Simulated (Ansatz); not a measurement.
# Searching the electronic states of Ni, part 2 of 2

Aim: see which self-consistent states Ni reaches from different starts at one fixed geometry, and which of them is lowest. We look at Ni: the measured crystal structure (space group Fm-3m, primitive cell doubled), with 2 atoms per cell. Source: COD entry 9012995, which need not be the ambient phase.

Ansatz 0.2.0; DFT r2SCAN, PAW, plane waves, scalar-relativistic.

## (6) Parallel moments scaled by 0.03, plain SCF

Contents of input.yaml:

```yaml
crystal:
  lattice:
    - [0.0, 1.76895, 1.76895]
    - [1.76895, 0.0, 1.76895]
    - [3.5379, 3.5379, 0.0]
  atoms:
    - { symbol: Ni, position: [0.0, 0.0, 0.0], spin: 0.06 }
    - { symbol: Ni, position: [0.0, 0.0, 0.5], spin: 0.06 }
magnetization:
  spin_polarized: true
hamiltonian:
  xc: r2scan
  pseudopotentials: { kind: paw }
basis:
  ecutwfc: 500
kpoints:
  mp_grid: { grid: [13, 13, 7] }
scf:
  occupations: { method: gaussian, width: 0.1 }
  lower_state_search: "off"
output:
  forces: true
  stress: true
  write_density: true
  write_potential: true
  elf: true
  volumetric_format: npy
```

The run is started by

```
$ ansatz run input.yaml --threads 2 --pin off --max-ram 5120MiB --backend cpu --events-out ev --progress --plain --runs-dir out
```

The log of the run, shortened:

```text
[... 12 lines as in an earlier run ...]
Bands: 23, of which v1, the nominal top of the filled ones, is band 18 counted from 1 (17 counted from 0)
[... 7 lines as in an earlier run ...]
Starting moments: Σ|m| = 0.12 μB on 2 of 2 sites
[... 2 lines as in an earlier run ...]
[...]
SCF iter   1: F=-11690.134599 eV  HF=-11690.131357 eV  |F-HF|=3.24e-3  |Δ(HF+E_count)|=         —  Δρ=4.38e-2 (↑4.38e-2 ↓1.80e-2)  dr2=3.88e-1  dr2_τ=1.33e-2  dr2_m=4.56e-2  M=0.286 μB ∫|m|=0.290 μB  β_m=1.00  ethr=1.08e-3  ⟨swp⟩=1.0  Hψ=79899  notcnv=0
[...]
spin-set hold released at iteration 7 (site moments contracting): the magnetisation degrees of freedom join the quasi-Newton model from the next iteration; the mixer history was flushed
[...]
SCF iter  22: F=-11690.547548 eV  HF=-11690.547548 eV  |F-HF|=5.19e-8  |Δ(HF+E_count)|=   3.69e-7  Δρ=4.00e-6 (↑2.80e-6 ↓4.00e-6)  dr2=1.31e-9  dr2_τ=3.78e-11  dr2_m=2.04e-10  M=1.555 μB ∫|m|=1.911 μB  ethr=1.22e-11  ⟨swp⟩=8.2  Hψ=94213  notcnv=0
[...]
[... 1 line as in an earlier run ...]
SCF converged after 22 iterations
Magnetization: 1.5549 μB (18.7774 up, 17.2226 down)
Absolute magnetization: 1.9129 μB (∫|ρ↑−ρ↓|, with the PAW one-centre terms)
Spin contamination: 0.0473 ħ² per cell (⟨S²⟩ above its minimum at these occupations)
Per-site moments (μB) at R_I (Å): [(0.8479210902434547, 1.0319401459784534), (0.8479210902434547, 1.0319401459784534)]
Free energy (F): -11690.547548 eV
[...]
E sigma→0 (E₀):  -11690.540867 eV
Entropy (-TS):   -0.013362 eV (-6.681 meV/atom)
Fermi energy:    17.751602 eV
[... 31 lines left out: energy terms, forces, stress, bands ...]
```

Run time: 68 s. Hardware: 2 threads of Arm Neoverse V1, shared host; peak memory 0.61 GiB.

Nothing new: the 22 iterations lead to the state found in step 2 (ferromagnetic).

## (7) Moments +- scaled by 0.65, plain SCF

Edit input.yaml of step 6 so:

```diff
@@ -6,4 +6,4 @@
   atoms:
-    - { symbol: Ni, position: [0.0, 0.0, 0.0], spin: 0.06 }
-    - { symbol: Ni, position: [0.0, 0.0, 0.5], spin: 0.06 }
+    - { symbol: Ni, position: [0.0, 0.0, 0.0], spin: 1.3 }
+    - { symbol: Ni, position: [0.0, 0.0, 0.5], spin: -1.3 }
 magnetization:
@@ -23,5 +23 @@
   stress: true
-  write_density: true
-  write_potential: true
-  elf: true
-  volumetric_format: npy
```

The run is started by

```
$ ansatz run input.yaml --threads 2 --pin off --max-ram 5120MiB --backend cpu --events-out ev --progress --plain --runs-dir out
```

The log of the run, shortened:

```text
[... 20 lines as in an earlier run ...]
Starting moments: Σ|m| = 2.6 μB on 2 of 2 sites
[... 3 lines as in an earlier run ...]
[...]
SCF iter   1: F=-11690.159104 eV  HF=-11689.943931 eV  |F-HF|=2.15e-1  |Δ(HF+E_count)|=         —  Δρ=5.35e-2 (↑5.35e-2 ↓5.35e-2)  dr2=2.56e-1  dr2_τ=1.96e-2  dr2_m=4.53e-1  M=0.000 μB ∫|m|=1.658 μB  β_m=0.30  ethr=7.14e-4  ⟨swp⟩=1.2  Hψ=42103  notcnv=0
[...]
spin-set hold released at iteration 8 (site moments contracting): the magnetisation degrees of freedom join the quasi-Newton model from the next iteration; the mixer history was flushed
[...]
SCF iter  18: F=-11690.364379 eV  HF=-11690.364379 eV  |F-HF|=1.02e-10  |Δ(HF+E_count)|=   2.30e-7  Δρ=4.82e-6 (↑4.82e-6 ↓4.82e-6)  dr2=9.78e-9  dr2_τ=2.02e-11  dr2_m=7.01e-10  M=0.000 μB ∫|m|=1.189 μB  ethr=4.42e-11  ⟨swp⟩=4.7  Hψ=28516  notcnv=0
[...]
[... 1 line as in an earlier run ...]
SCF converged after 18 iterations
Magnetization: 0.0000 μB (18.0000 up, 18.0000 down)
Absolute magnetization: 1.1903 μB (∫|ρ↑−ρ↓|, with the PAW one-centre terms)
Spin contamination: 0.5732 ħ² per cell (⟨S²⟩ above its minimum at these occupations)
Per-site moments (μB) at R_I (Å): [(0.5707357333295175, 1.0319401459784534), (-0.5707357333295175, 1.0319401459784534)]
Free energy (F): -11690.364379 eV
[...]
E sigma→0 (E₀):  -11690.357692 eV
Entropy (-TS):   -0.013375 eV (-6.687 meV/atom)
Fermi energy:    17.459415 eV
[... 26 lines left out: energy terms, forces, stress ...]
```

Run time: 25 s. Hardware: 2 threads of Arm Neoverse V1, shared host; peak memory 0.59 GiB.

Nothing new: the 18 iterations lead to the state found in step 3 (antiferromagnetic).

## (8) A moment on one site alone, plain SCF

Edit input.yaml of step 7 so:

```diff
@@ -6,4 +6,4 @@
   atoms:
-    - { symbol: Ni, position: [0.0, 0.0, 0.0], spin: 1.3 }
-    - { symbol: Ni, position: [0.0, 0.0, 0.5], spin: -1.3 }
+    - { symbol: Ni, position: [0.0, 0.0, 0.0] }
+    - { symbol: Ni, position: [0.0, 0.0, 0.5], spin: 2.0 }
 magnetization:
@@ -23 +23,5 @@
   stress: true
+  write_density: true
+  write_potential: true
+  elf: true
+  volumetric_format: npy
```

The run is started by

```
$ ansatz run input.yaml --threads 2 --pin off --max-ram 5120MiB --backend cpu --events-out ev --progress --plain --runs-dir out
```

The log of the run, shortened:

```text
[... 20 lines as in an earlier run ...]
Starting moments: Σ|m| = 2 μB on 1 of 2 sites
[... 2 lines as in an earlier run ...]
SCF iter   1: F=-11685.603192 eV  HF=-11690.176261 eV  |F-HF|=4.57e0  |Δ(HF+E_count)|=         —  Δρ=1.06e-1 (↑1.06e-1 ↓5.68e-2)  dr2=5.27e0  dr2_τ=2.17e-2  dr2_m=2.11e-1  M=1.540 μB ∫|m|=1.695 μB  β_m=0.30  ethr=3.10e-3  ⟨swp⟩=5.3  Hψ=57493  notcnv=0
[...]
spin-set hold released at iteration 6 (the charge has settled, or the pull on large starting moments outlasts its swing): the magnetisation degrees of freedom join the quasi-Newton model from the next iteration; the mixer history was flushed
[...]
SCF iter  24: F=-11690.547548 eV  HF=-11690.547548 eV  |F-HF|=8.13e-8  |Δ(HF+E_count)|=   2.04e-7  Δρ=1.04e-5 (↑5.07e-6 ↓1.04e-5)  dr2=1.29e-8  dr2_τ=1.10e-10  dr2_m=2.81e-9  M=1.555 μB ∫|m|=1.911 μB  ethr=2.26e-11  ⟨swp⟩=8.8  Hψ=103995  notcnv=0
[...]
[... 1 line as in an earlier run ...]
SCF converged after 24 iterations
Magnetization: 1.5549 μB (18.7775 up, 17.2225 down)
Absolute magnetization: 1.9130 μB (∫|ρ↑−ρ↓|, with the PAW one-centre terms)
Spin contamination: 0.0473 ħ² per cell (⟨S²⟩ above its minimum at these occupations)
Per-site moments (μB) at R_I (Å): [(0.8479078803781573, 1.0319401459784534), (0.8480008902118384, 1.0319401459784534)]
Free energy (F): -11690.547548 eV
[...]
E sigma→0 (E₀):  -11690.540867 eV
Entropy (-TS):   -0.013363 eV (-6.681 meV/atom)
Fermi energy:    17.751657 eV
[... 31 lines left out: energy terms, forces, stress, bands ...]
```

Wall time 67 s (2 threads of Arm Neoverse V1, shared host); peak memory 0.62 GiB.

This is the state of step 2 again (ferromagnetic), after 24 iterations.

## (9) Parallel moments, spin not held back in the first iterations, no switch to direct minimisation

Edit input.yaml of step 8 so:

```diff
@@ -6,3 +6,3 @@
   atoms:
-    - { symbol: Ni, position: [0.0, 0.0, 0.0] }
+    - { symbol: Ni, position: [0.0, 0.0, 0.0], spin: 2.0 }
     - { symbol: Ni, position: [0.0, 0.0, 0.5], spin: 2.0 }
@@ -20,2 +20,4 @@
   lower_state_search: "off"
+  algorithm: density_mixing
+  mixing: { spin_hold: "off" }
 output:
@@ -23,5 +25 @@
   stress: true
-  write_density: true
-  write_potential: true
-  elf: true
-  volumetric_format: npy
```

The run is started by

```
$ ansatz run input.yaml --threads 2 --pin off --max-ram 5120MiB --backend cpu --events-out ev --progress --plain --runs-dir out
```

The log of the run, shortened:

```text
[... 20 lines as in an earlier run ...]
Starting moments: Σ|m| = 4 μB on 2 of 2 sites
[... 2 lines as in an earlier run ...]
[...]
SCF iter   1: F=-11690.357762 eV  HF=-11689.601142 eV  |F-HF|=7.57e-1  |Δ(HF+E_count)|=         —  Δρ=1.12e-1 (↑8.73e-2 ↓1.12e-1)  dr2=8.35e-2  dr2_τ=3.77e-2  dr2_m=2.00e0  M=2.033 μB ∫|m|=2.218 μB  β_m=0.61  ethr=2.33e-4  ⟨swp⟩=1.4  Hψ=82935  notcnv=0
[...]
SCF iter  16: F=-11690.547548 eV  HF=-11690.547548 eV  |F-HF|=5.74e-9  |Δ(HF+E_count)|=   1.20e-7  Δρ=4.55e-6 (↑3.11e-6 ↓4.55e-6)  dr2=6.14e-9  dr2_τ=1.27e-11  dr2_m=1.18e-10  M=1.555 μB ∫|m|=1.910 μB  ethr=1.45e-11  ⟨swp⟩=4.3  Hψ=52569  notcnv=0
[...]
[... 1 line as in an earlier run ...]
SCF converged after 16 iterations
Magnetization: 1.5548 μB (18.7774 up, 17.2226 down)
Absolute magnetization: 1.9128 μB (∫|ρ↑−ρ↓|, with the PAW one-centre terms)
Spin contamination: 0.0473 ħ² per cell (⟨S²⟩ above its minimum at these occupations)
Per-site moments (μB) at R_I (Å): [(0.8478624934029518, 1.0319401459784534), (0.8478624934029518, 1.0319401459784534)]
Free energy (F): -11690.547548 eV
[...]
E sigma→0 (E₀):  -11690.540866 eV
Entropy (-TS):   -0.013364 eV (-6.682 meV/atom)
Fermi energy:    17.751559 eV
[... 26 lines left out: energy terms, forces, stress ...]
```

It took 42 s on 2 threads of Arm Neoverse V1, shared host; peak memory 0.62 GiB.

The run ends in the same state as step 2 (ferromagnetic); it took 16 iterations.

## (10) Comparing the starts

```csv
step,iterations,state,moments of Ni1 Ni2 (μB),total (μB),gap (eV),pressure (GPa),above lowest (meV/atom)
2,14,1,0.85 0.85,1.55,none,-9.7,0.0
3,16,2,0.57 -0.57,0.00,none,-10.2,91.6
4,9,3,0.00 0.00,0.00,none,-12.5,130
5,12,1,0.85 0.85,1.55,none,-9.7,0.0
6,22,1,0.85 0.85,1.55,none,-9.7,0.0
7,18,2,0.57 -0.57,0.00,none,-10.2,91.6
8,24,1,0.85 0.85,1.55,none,-9.7,0.0
9,16,1,0.85 0.85,1.55,none,-9.7,0.0
```

States are numbered from the lowest. Starts by step: 2 parallel moments, plain SCF; 3 opposed moments +-, plain SCF; 4 no spin polarisation; 5 spin on, no moments given (the program may seed its own), plain SCF; 6 parallel moments scaled by 0.03, plain SCF; 7 moments +- scaled by 0.65, plain SCF; 8 a moment on one site alone, plain SCF; 9 parallel moments, spin not held back in the first iterations, no switch to direct minimisation.

The 8 runs of this session took 5.4 min in all, from 11 s to 68 s each.

Decimal logarithm of the largest residual (eV) by iteration, counted through all cycles of a run (7 of the 8 runs):

```csv
iteration,step 2,step 3,step 4,step 5,step 6,step 7,step 9
1,0.3,0.4,-1.2,0.8,-0.4,-0.3,0.3
2,-0.3,0.2,-2.1,-0.7,-0.9,-0.5,-0.4
3,-2.2,-0.9,-2.5,-1.0,-1.1,-0.7,-2.3
4,-1.9,-1.5,-2.5,-1.3,-0.9,-0.8,-1.9
5,-2.3,-2.1,-3.5,-1.4,-1.3,-1.0,-2.3
7,-4.4,-2.9,-5.8,-3.2,-2.1,-1.3,-4.5
9,-5.8,-3.7,-8.5,-4.5,-2.5,-1.6,-5.9
11,-6.0,-4.8,-,-7.2,-3.3,-3.0,-6.1
12,-6.2,-4.9,-,-8.2,-2.9,-4.6,-6.2
14,-8.0,-6.6,-,-,-3.4,-5.3,-8.0
16,-,-8.5,-,-,-5.0,-6.8,-8.2
18,-,-,-,-,-7.1,-8.0,-
20,-,-,-,-,-7.2,-,-
22,-,-,-,-,-8.9,-,-
```

## (11) What came out

The summary covers parts 1 to 2.

```
                      quantity                                                     value
               distinct states                                   3 from 8 converged runs
lowest state from plain starts                                             ferromagnetic
                   its moments                                     Ni1 0.85, Ni2 0.85 μB
                  total moment                                          1.55 μB per cell
             gap on the k-mesh                                                      none
                      pressure                                                  -9.7 GPa
                 largest force                                                0.000 eV/Å
                    next state                   antiferromagnetic, 91.6 meV/atom higher
                 highest state  non-magnetic (no spin polarisation), 130 meV/atom higher
```

**Reading.** 8 runs converged, to 3 different states. Switching spin polarisation off costs 130 meV/atom in free energy, smearing entropy included. The best antiferromagnetic state lies 91.6 meV/atom above the best ferromagnetic one. The search isn't exhaustive: larger magnetic cells and non-collinear orders weren't tried. The mesh has less symmetry than the lattice, which lowers the symmetry of the run.
